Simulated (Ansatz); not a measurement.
Hg: single point with r2SCAN+rVV10

Hg:

```
Hg
1.0
    -1.81740    1.85812    1.92250
     1.82757   -1.91111    1.98433
     1.82936    1.92308   -1.97438
Hg
1
Direct
  0.50000 0.50000 0.00000
```

The cell isn't the ideal one: cell strained at random at fixed volume.

```json
{
 "Program": "Ansatz 0.2.0",
 "Task": "single point",
 "Functional": "r2SCAN",
 "Dispersion": "rVV10",
 "Potentials or basis": "Ansatz PAW",
 "Cutoff": "500 eV",
 "Density cutoff": "2500 eV",
 "k mesh": "8 × 8 × 8",
 "Occupations": "methfessel-paxton, width 0.025 eV",
 "Spin": "non-collinear spin, ferromagnetic start, spin-orbit coupling",
 "Starting moments": "[[0.354, 0.354, 0.0]] μB",
 "Driver": "chain"
}
```

```json
{"Pressure": "-2.5 GPa", "Band gap on the k mesh": "none (metal or under the smearing width)", "Net moment": "0.00 μB per cell", "Absolute moment": "0.00 μB per cell"}
```

Stress tensor (GPa, compression positive):
```
-2.13 -0.05  0.02
-0.05 -2.58  0.24
 0.02  0.24 -2.94
```

Levels at points of the mesh, in eV from the Fermi level:
```tsv
k point	band 17	band 18	band 19	band 20	band 21	band 22	band 23	band 24
(0.00, 0.00, 0.00)	-5.73	-5.73	-5.63	-5.63	12.45	12.45	14.48	14.48
(0.00, 0.00, -0.50)	-5.14	-5.14	-1.23	-1.23	-0.55	-0.55	8.26	8.26
(0.00, -0.50, 0.00)	-5.18	-5.18	-1.40	-1.40	-0.66	-0.66	8.74	8.74
(0.00, -0.50, -0.50)	-5.22	-5.22	-1.79	-1.79	-0.84	-0.84	9.49	9.49
(-0.50, 0.00, 0.00)	-5.19	-5.19	-1.35	-1.35	-0.68	-0.68	9.14	9.14
(-0.50, 0.00, -0.50)	-5.17	-5.17	-1.31	-1.31	-0.62	-0.62	8.72	8.72
(-0.50, -0.50, 0.00)	-5.14	-5.14	-1.12	-1.12	-0.50	-0.50	8.22	8.22
(-0.50, -0.50, -0.50)	-5.00	-5.00	2.45	2.45	2.74	2.74	4.35	4.35
```

Moments on the atoms (μB; x, y, z):
```
Hg  0.00 0.00 0.00
```

Wall time 79 s on 2 threads of AMD EPYC 7R43 64-Core Processor (Zen 3), with other jobs on the host, peak memory 0.94 GiB.

Caveat: the PAW data sets were made with another functional, which shifts forces and pressure a little; the starting moments weren't kept.
